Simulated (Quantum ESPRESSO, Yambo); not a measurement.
# Quasiparticle gap of AlN (F-43m) in Yambo, part 3 of 3

How does a plane-wave GW calculation on AlN (F-43m) run from the first input to the gap?

Quantum ESPRESSO 7.5 and Yambo 5.3.0; PBE and many-body steps on it, plane waves. Known limits of the many-body steps: not at the basis limit.

So far. Step 3 (Bands along the symmetry lines): The gap is 3.325 eV, as in the run before at this level. Step 4 (Empty states on the mesh, 6×6×6 mesh, 90 bands): On this mesh the gap is 3.325 eV.

### 6. Screening and self-energy, 6×6×6 mesh, 90 bands, screening to 210.9 eV

Now the one-shot GW correction: screening in the RPA, then the self-energy of the levels asked for.

This step: G0W0 on PBE, plane waves, norm-conserving pseudopotentials.

gw1.in reads:

```
HF_and_locXC
gw0
dyson
ppa
em1d
rim_cut
RandQpts= 1000000
RandGvec= 1 RL
EXXRLvcs= 72 Ry
VXCRLvcs= 288 Ry
Chimod= "HARTREE"
% BndsRnXp
 1 | 90 |
%
NGsBlkXp= 15.5 Ry
% LongDrXp
 1 | 1 | 1 |
%
% GbndRnge
 1 | 90 |
%
DysSolver= "n"
ExtendOut
PPAPntXp= 27.21138 eV
% QPkrange
 1 | 16 | 2 | 9 |
%
```

The run is started by

```
$ OMP_NUM_THREADS=1 mpirun -n 8 yambo -F gw1.in -J gw1 -C gw1 > gw1.log
```

Output:

```text
 Yambo, version 5.3.0

 [02] CORE Variables Setup
 =========================

  [... cell, symmetries and grids as in the set-up ...]

  [02.05] Energies & Occupations
  ==============================

  [X] === General ===
  [X] Electronic Temperature                        :  0.000000  0.000000 [eV K]
  [X] Bosonic    Temperature                        :  0.000000  0.000000 [eV K]
  [X] Finite Temperature mode                       : no
  [X] El. density                                   :  0.38398E+24 [cm-3]
  [X] Fermi Level                                   :  6.956541 [eV]

  [X] === Gaps and Widths ===
  [X] Conduction Band Min                           :  3.324859 [eV]
  [X] Valence Band Max                              :  0.000000 [eV]
  [X] Filled Bands                                  :   4
  [X] Empty Bands                                   :    5   90
  [X] Direct Gap                                    :  4.192097 [eV]
  [X] Direct Gap localized at k                     :  1
  [X] Indirect Gap                                  :  3.324859 [eV]
  [X] Indirect Gap between kpts                     :   1  13
  [X] Last valence band width                       :  2.503466 [eV]
  [X] 1st conduction band width                     :  4.659018 [eV]

 [03] Transferred momenta grid and indexing
 ==========================================

 IBZ Q-points                                      :  16
 BZ  Q-points                                      :  216

 K/Q-points units:
 rlu = crystal or reduced units; cc = cartesian coordinates; iku = interal k-units

 Q [ 1]         [rlu]:  0.000000  0.000000  0.000000
 Q [ 2]         [rlu]:  0.37242E-17  0.37242E-17  0.16667
 Q [ 3]         [rlu]:  0.74483E-17  0.74483E-17  0.33333
 Q [ 4]         [rlu]:  0.10596E-16  0.10596E-16 -0.50000
 Q [ 5]         [rlu]: -0.11424E-17  0.16667      0.16667
 Q [ 6]         [rlu]:  0.37242E-17  0.16667      0.33333
 Q [ 7]         [rlu]: -0.11600E-16  0.16667      0.50000
 Q [ 8]         [rlu]:  0.10596E-16  0.16667     -0.33333
 Q [ 9]         [rlu]: -0.74483E-17  0.16667     -0.16667
 Q [10]         [rlu]: -0.22848E-17  0.33333      0.33333
     [... 4 further rows ...]
 Q [15]         [rlu]:  0.166667  0.333333 -0.333333
 Q [16]         [rlu]:  0.166667 -0.500000 -0.333333

 [04] Coloumb potential Random Integration (RIM)
 ===============================================

  [04.01] RIM initialization
  ==========================

  * Diagonal components only detected *

  8 x (sBL volume)        :  0.065342 [a.u.]
  sBZ random points       :  1000000
  Points outside the sBZ  :   7999624
  RL volume               :  1.764245 [a.u.]
  Integrated volume       :  1.764328 [a.u.]

  [04.02] RIM integrals
  =====================

  Gamma point sphere radius             :  0.073060 [a.u.]
  Points outside the sphere             :   799635
  [Int_sBZ(q=0) 1/q^2]*(Vol_sBZ)^(-1/3) =:  7.763403
                                 should be <:  7.795600

  Summary of Coulomb integrals for non-metallic bands |Q|[au] RIM/Bare

  Q [1] 0.100000E-4 0.995870 * Q [2] 0.219740 1.064378
  Q [5] 0.253734 1.062849 * Q [9] 0.358834 1.025826
  Q [6] 0.420770 1.018699 * Q [3] 0.439480 1.016443
  Q [10] 0.507468 1.012926 * Q [8] 0.553000 1.010601
  Q [14] 0.567366 1.010058 * Q [7] 0.621518 1.008230
  Q [11] 0.659220 1.007395 * Q [4] 0.659220 1.007462
  Q [12] 0.717668 1.006251 * Q [15] 0.750555 1.005796
  Q [13] 0.761202 1.005879 * Q [16] 0.802377 1.005300

 [05] Dipoles
 ============

  [05.01] Setup: observables and procedures
  =========================================

 [06] Dynamic Dielectric Matrix (PPA)
 ====================================

 [SLK-Inversion]  Pools        :  2
 [SLK-Inversion]  BLACS grid   :  2  2

 [WR./gw1//ndb.pp]---------------------------------------------------------------
  Brillouin Zone Q/K grids (IBZ/BZ)                :   16  216   16  216
  RL vectors                                       :  1989 [WF]
  Coulomb cutoff potential                         : none
  Electronic Temperature                           :  0.000000 [K]
  Bosonic    Temperature                           :  0.000000 [K]
  PPA    diel. fun.  energies                      : Perdew, Burke & Ernzerhof(X)+Perdew, Burke & Ernzerhof(C)
  wavefunctions                                    : Perdew, Burke & Ernzerhof(X)+Perdew, Burke & Ernzerhof(C)
  Global Gauge                                     : length
  X matrix size                                    :  181
  X band range                                     :    1   90
  X e/h energy range                               : -1.000000 -1.000000 [eV]
  X Time ordering                                  : R
  X Hxc Kernel                                     : HARTREE
  X Drude frequency                                :  0.000000  0.000000
  X poles                                          :  100.0000 [o/o]
  RL vectors in the sum                            :  1989
  [r,Vnl] included                                 : yes
  Field direction                                  :  0.577350E-5  0.577350E-5  0.577350E-5
  BZ energy Double Grid                            : no
  BZ energy DbGd points                            : 0
  BZ Q point size factor                           : -1.000000
  X Optical Averaged directions                    : none

 [07] Local Exchange-Correlation + Non-Local Fock
 ================================================

 [VXC] Plane waves :  11575
 [EXS] Plane waves :  1471

 QP @ state[ 1 ] K range:   1  16
 QP @ state[ 1 ] b range:   2   9

 [xc] Functional : Perdew, Burke & Ernzerhof(X)+Perdew, Burke & Ernzerhof(C)
 [xc] LIBXC used to calculate xc functional
  PP Number of Atomic Species                      :  2
  NLCC RL compoments                               :  11575
  PP Number of Atomic Species                      :  2
  NLCC RL compoments                               :  11575

 [xc] E_xc :  -3.456492 [Ha]
      E_xc :  -6.912984 [Ry]

  Local XC kind (lXC) : Perdew, Burke & Ernzerhof(X)+Perdew, Burke & Ernzerhof(C)
  Non-Local XC kind (nlXC) : Hartree-Fock

  Corrections @ K [1] :  [eV]
 <2|nlXC|2> = -20.90811 -0.52185E-17 <2|lXC|2> = -16.95948  0.000000
 <3|nlXC|3> = -20.90814 -0.25421E-16 <3|lXC|3> = -16.95948  0.000000
 <4|nlXC|4> = -20.90815 -0.10825E-16 <4|lXC|4> = -16.95948  0.000000
 <5|nlXC|5> = -8.108825  0.98909E-18 <5|lXC|5> = -12.53146  0.75527E-15
 <6|nlXC|6> = -4.109557 -0.26617E-18 <6|lXC|6> = -9.891617  0.000000
 <7|nlXC|7> = -4.109545 -0.20880E-17 <7|lXC|7> = -9.891617  0.000000
 <8|nlXC|8> = -4.109593  0.32234E-18 <8|lXC|8> = -9.891617  0.000000
 <9|nlXC|9> = -3.761172  0.12389E-17 <9|lXC|9> = -10.33364  0.000000

  Corrections @ K [2] :  [eV]
 <2|nlXC|2> = -19.69096 -0.20697E-16 <2|lXC|2> = -15.27963  0.000000
 <3|nlXC|3> = -20.85695  0.96842E-17 <3|lXC|3> = -16.84473  0.75527E-15
[...]
Corrections @ K [3] :  [eV]
[...]
Corrections @ K [4] :  [eV]
[...]
Corrections @ K [5] :  [eV]
[...]
[... 10 further k-points ...]
  Corrections @ K [16] :  [eV]
[...]
<5|nlXC|5> = -6.539788 -0.49760E-17 <5|lXC|5> = -11.10803 -0.11801E-16
 <6|nlXC|6> = -5.494694 -0.28055E-18 <6|lXC|6> = -11.12771  0.47204E-16
 <7|nlXC|7> = -4.388282 -0.10194E-18 <7|lXC|7> = -10.83692  0.000000
 <8|nlXC|8> = -7.005507  0.16284E-17 <8|lXC|8> = -14.19141 -0.47204E-16
 <9|nlXC|9> = -4.102316  0.63187E-18 <9|lXC|9> = -11.48274  0.000000

  [07.01] Hartree-Fock occupations report
  =======================================

  [Hartree-Fock] === General ===
  [Hartree-Fock] Electronic Temperature             :  0.000000  0.000000 [eV K]
  [Hartree-Fock] Bosonic    Temperature             :  0.000000  0.000000 [eV K]
  [Hartree-Fock] Finite Temperature mode            : no
  [Hartree-Fock] El. density                        :  0.38398E+24 [cm-3]
  [Hartree-Fock] Fermi Level                        :  6.956541 [eV]

  [Hartree-Fock] === Gaps and Widths ===
  [Hartree-Fock] Conduction Band Min                :  7.468453 [eV]
  [Hartree-Fock] Valence Band Max                   : -3.948676 [eV]
  [Hartree-Fock] Filled Bands                       :   4
  [Hartree-Fock] Empty Bands                        :    5   90
  [Hartree-Fock] Direct Gap                         :  12.56341 [eV]
  [Hartree-Fock] Direct Gap localized at k          :  1
  [Hartree-Fock] Indirect Gap                       :  11.41713 [eV]
  [Hartree-Fock] Indirect Gap between kpts          :   1  13
  [Hartree-Fock] Last valence band width            :  3.152443 [eV]
  [Hartree-Fock] 1st conduction band width          :  6.130772 [eV]

 [08] Dyson equation: Newton solver
 ==================================

  [08.01] G0W0 (W PPA)
  ====================

  [  GW  ] Bands range     :    1   90
  [GW/PPA] G damping       :  0.100000 [eV]

  QP @ state[ 1 ] K range:   1  16
  QP @ state[ 1 ] b range:   2   9

   Sc/G bands                                       :    1   90
   Sc/G damping                                     :  0.100000 ev
   Sc bands terminator                              : no
   Sx RL components                                 :  1471

   QP @ state[ 1 ] K range                          :   1  16
   QP @ state[ 1 ] b range                          :   2   9
   GF energies kind                                 : Perdew, Burke & Ernzerhof(X)+Perdew, Burke & Ernzerhof(C)
   GF WF`s kind                                     : Perdew, Burke & Ernzerhof(X)+Perdew, Burke & Ernzerhof(C)
   Xs energies kind                                 : Perdew, Burke & Ernzerhof(X)+Perdew, Burke & Ernzerhof(C)
   Xs WF`s kind                                     : Perdew, Burke & Ernzerhof(X)+Perdew, Burke & Ernzerhof(C)

 [11] Game Over & Game summary
```

Wall time 8.9 min (8 MPI ranks of AMD EPYC 7R43, shared host); peak memory 2.6 GiB.

This step gave:

- G0W0 gap on the mesh: 4.512 eV
- starting gap on the mesh: 3.325 eV
- k of the valence top: 0, 0, 0
- k of the conduction bottom: 0, -0.5, -0.5
- least direct G0W0 gap on the computed points: 5.582 eV
- Z at the valence top: 0.7903
- Z at the conduction bottom: 0.8391

The gap on the mesh goes from 3.32 eV to 4.51 eV, a correction of +1.19 eV.

Limits: finite bands, cutoff and mesh. v1 is the top filled band, c1 the lowest empty one. Levels before and after the correction, in eV, zero at the valence-band top of each column:

```
           conduction bottom  valence top
Kohn-Sham               3.32         0.00
     G0W0               4.51         0.00
```

```
                         level  energy (eV)
Kohn-Sham              Γ v3-v1        0.000
Kohn-Sham                 Γ c1        4.192
Kohn-Sham              Γ c2-c4       12.589
Kohn-Sham     (0 -0.5 -0.5) v3       -4.898
Kohn-Sham  (0 -0.5 -0.5) v2-v1       -1.775
Kohn-Sham     (0 -0.5 -0.5) c1        3.325
Kohn-Sham     (0 -0.5 -0.5) c2        8.652
Kohn-Sham     (0 -0.5 -0.5) c3       13.920
Kohn-Sham     (0 -0.5 -0.5) c4       15.697
     G0W0              Γ v3-v1        0.000
     G0W0                 Γ c1        5.582
     G0W0              Γ c2-c4       14.049
     G0W0     (0 -0.5 -0.5) v3       -5.341
     G0W0  (0 -0.5 -0.5) v2-v1       -2.075
     G0W0     (0 -0.5 -0.5) c1        4.512
     G0W0     (0 -0.5 -0.5) c2       10.087
     G0W0     (0 -0.5 -0.5) c3       16.070
     G0W0     (0 -0.5 -0.5) c4       17.389
```

### 7. Where the time went

Times are wall times on the hardware named with each run, good to a factor of about two.

```
                          step     time  share  memory (GiB)
                  ground state    2.5 s    0 %          0.43
bands along the symmetry lines      2 s    0 %          0.38
      empty states on the mesh      3 s    1 %          0.43
         conversion and set-up    2.9 s    1 %          0.23
     screening and self-energy  8.9 min   98 %           2.6
```

### 8. Outcome

```
PBE gap              : 3.32 eV, indirect
G0W0 gap on the mesh : 4.51 eV
GW settings          : 6×6×6 mesh, 90 bands, screening to 210.9 eV, Godby-Needs plasmon pole
known limits         : not at the basis limit
```

What this shows: G0W0 moves the gap on the mesh from 3.32 eV to 4.51 eV (+1.19 eV), with Z of 0.79 and 0.84 at the edges. The dearest step here is «screening and self-energy». Bands and cutoff are finite, so the gap is not at the basis limit. The miss can reach some tenths of an eV and take either sign; the mesh is an error of its own.

[Paths, hosts, dates, memory and timing lines, banners, echoed tables and standing remarks are left out of the program output.]

[Logs are printed without paths, hosts, clocks, repeated set-up lines and the standing remarks that a program may print on its own settings, such as how far it seeks lower states.]

[Runs of the session that timed out or met a known fault of the program may be left out.]

[Hosts, paths, dates, database ids (printed as entryN), source tags and the programs' standing remarks are cut or masked in the printed files.]
